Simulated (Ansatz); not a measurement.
## Equation of state of CdS

```
Cd S
1.0
     4.13480    0.00000    0.00000
    -2.06740    3.58084    0.00000
     0.00000    0.00000    6.74900
Cd S
2 2
Direct
  0.33333 0.66667 0.00000
  0.66667 0.33333 0.50000
  0.33333 0.66667 0.38500
  0.66667 0.33333 0.88500
```

The cell comes from COD entry 9008862, which wasn't checked; take it as a given geometry. It differs from other determinations.

All numbers are computed: DFT, LDA, all-electron LAPW, scalar-relativistic (Ansatz 0.2.0); DFT, LDA, PAW with Ansatz's default frozen-core files, scalar-relativistic (Ansatz 0.2.0).

For LAPW: a Γ-centred 8×8×4 k mesh, Fermi–Dirac smearing of 0.02 eV, basis error target 1 meV/atom, no spin polarisation. PAW takes a cutoff of 420 eV at this cell (files made with PBE, cores remade for this functional). The Ansatz runs share mesh, smearing and spin set-up. Plane-wave (PAW) pressures include the program's estimate of the Pulay term.

The cell above is scaled evenly, with fractional coordinates and shape held.

(1) Estimate the equilibrium volume and bulk modulus that full-potential LAPW gives for this fixed shape.

Answers

(1) V0 = 23.90 Å³/atom, B0 = 68 GPa, B0′ = 4.6, from a third-order Birch–Murnaghan fit to these pressures:
| V/V(cell) | V (Å³/atom) | P, LAPW (GPa) | P, PAW (GPa) | gap on the k mesh, LAPW (eV) | free energy over the lowest listed, PAW (meV/atom) |
| --- | --- | --- | --- | --- | --- |
| 0.9400 | 23.483 | 1.25 | 1.22 | 1.08 | 0.0 |
| 0.9800 | 24.482 | -1.54 | -1.56 | 0.99 | 1.4 |
| 1.0000 | 24.982 | -2.70 | -2.72 | 0.94 | 8.1 |
| 1.0100 | 25.231 | -3.23 | -3.25 | 0.92 | 12.8 |
| 1.0400 | 25.981 | -4.66 | -4.67 | 0.86 | 31.4 |
